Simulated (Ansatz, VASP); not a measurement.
# One calculation of H4C, two programs

INCAR

```
SYSTEM = H4C
PREC = Accurate
ENCUT = 520
EDIFF = 1E-6
ISMEAR = 0
SIGMA = 0.05
LREAL = .False.
LASPH = .True.
NELM = 60
ALGO = Normal
ISIF = 2
LWAVE = .False.
LCHARG = .False.
GGA = PS
NBANDS = 12
```

Contents of KPOINTS:

```
regular mesh
0
Gamma
  6 6 6
  0 0 0
```

Contents of POSCAR:

```
H4C
1.0
   -2.3301892000      2.4789246809      2.4789246809
    2.3301892000     -2.4789246809      2.4789246809
    2.3301892000      2.4789246809     -2.4789246809
H C
4 1
Direct
    0.0000000000      0.0000000000      0.7463128700
    0.7463128700      0.0000000000      0.0000000000
    0.0000000000      0.7463128700      0.0000000000
    0.2536871300      0.2536871300      0.2536871300
    0.0000000000      0.0000000000      0.0000000000
```

Input for Ansatz:

```yaml
crystal:
  lattice:
    - [-2.3301892, 2.4789246809, 2.4789246809]
    - [2.3301892, -2.4789246809, 2.4789246809]
    - [2.3301892, 2.4789246809, -2.4789246809]
  atoms:
    - { symbol: H, position: [0.0, 0.0, 0.74631287] }
    - { symbol: H, position: [0.74631287, 0.0, 0.0] }
    - { symbol: H, position: [0.0, 0.74631287, 0.0] }
    - { symbol: H, position: [0.25368713, 0.25368713, 0.25368713] }
    - { symbol: C, position: [0.0, 0.0, 0.0] }
basis:
  ecutwfc: 420
kpoints:
  mp_grid: { grid: [6, 6, 6] }
hamiltonian:
  xc: pbesol
scf:
  occupations: { method: gaussian, width: 0.05 }
output:
  forces: true
  stress: true
  eigenvalues: true
```

Change from the starting cell: strain -0.0600 x Voigt [1, 0, 0, 0, 0, 0], atoms carried along.

Alike in both runs: task single point; functional PBEsol; k mesh 6 × 6 × 6; occupations gaussian, width 0.05 eV; no spin polarisation.

|  | VASP | Ansatz |
| --- | --- | --- |
| version | VASP 6.6.1 | Ansatz 0.2.0 |
| potentials or method | VASP PAW PBE potentials, release 64 (H, C) | scalar-relativistic, plane waves, PAW |
| plane-wave cutoff (eV) | 520 | 420 |
| valence electrons in the cell | 8 | 8 |

Ansatz gave:

* gap on the k mesh at the Fermi level (eV): 7.57
* least direct gap on the mesh (eV): 7.57
* pressure (GPa): 4.3
* largest component of the traceless stress (GPa): 1.15
* rms of the force components (eV/Å): 0.573

Task: Which values does VASP return?

Result: gap on the k mesh at the Fermi level (eV): 7.57; least direct gap on the mesh (eV): 7.57; pressure (GPa): 4.2; largest component of the traceless stress (GPa): 1.14; rms of the force components (eV/Å): 0.589.

Atom by atom the forces differ by 0.016 eV/Å (rms over components). With one functional, cell and mesh, what is left measures potentials, basis and numerics.

Caveats: the PAW data sets were made with another functional, which shifts forces and pressure a little (VASP). A k mesh can miss the band edges.
